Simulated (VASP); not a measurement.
Wanted: the native input for a VASP 6.6.1 run.

* Task: single point
* Functional: PBEsol
* Potentials or basis: VASP PAW PBE potentials, release 64 (Mg, O)
* Cutoff: 520 eV
* k mesh: 2 × 2 × 2
* Occupations: fermi-dirac, width 0.05 eV
* Spin: no spin polarisation
* Dipole correction: no
* Further INCAR settings: LREAL = Auto; ALGO = Fast; EDIFF = 1e-06; NBANDS = 46

The structure of MgO lies in POSCAR:

```
MgO
1.0
    0.0000000000      4.2181000000      4.2181000000
    4.2181000000      0.0000000000      4.2181000000
    4.2181000000      4.2181000000      0.0000000000
Mg O
8 8
Direct
   -0.1508024940     -0.1393518409      0.2004456983
   -0.1618738294     -0.1868376757      0.7612195064
   -0.1580332377      0.3333965530      0.2020340912
   -0.1821673265      0.3855053223      0.7140181598
    0.3251108319     -0.1637822716      0.2199212916
    0.3181171618     -0.1625969038      0.7449918210
    0.3518527299      0.3387662692      0.2063606837
    0.3097958797      0.3463763306      0.6719968706
    0.0697351888      0.0546336028      0.4543870463
    0.0442497807      0.1585903606      0.9483298167
    0.1084255945      0.6117564780      0.3903534767
    0.0664872810      0.6197695645      0.9775372798
    0.6350489557      0.0422465091      0.4705436097
    0.5430881202      0.1178729760      0.9676157512
    0.5492638866      0.5945449373      0.4867712951
    0.6046798322      0.6070268604      0.9415139518
```

These files were run (other wordings do the same):

INCAR

```
PREC = Accurate
ENCUT = 520
EDIFF = 1E-6
ISMEAR = -1
SIGMA = 0.05
LREAL = Auto
LASPH = T
NELM = 100
ALGO = Fast
ISIF = 2
LWAVE = F
LCHARG = F
GGA = PS
NBANDS = 46
```

KPOINTS

```
regular mesh
0
Gamma
  2 2 2
```

Potentials or basis: VASP PAW PBE potentials, release 64 (Mg, O).

Run with:

```console
$ cat potpaw_PBE.64/Mg/POTCAR potpaw_PBE.64/O/POTCAR > POTCAR
$ mpirun -np 1 vasp_std > vasp.out
```

Results of the run:

```
Pressure               : 9.0 GPa
Largest force          : 3.987 eV/Å
Band gap on the k mesh : 3.47 eV, direct
```

Caveat: the k mesh is coarse (spacing up to 0.65 Å⁻¹), so the values aren't converged; the PAW data sets were made with another functional, which shifts forces and pressure a little.

Wall time 2 min on 1 thread of Intel(R) Xeon(R) Platinum 8488C (Sapphire Rapids), with other jobs on the host, peak memory 0.33 GiB.
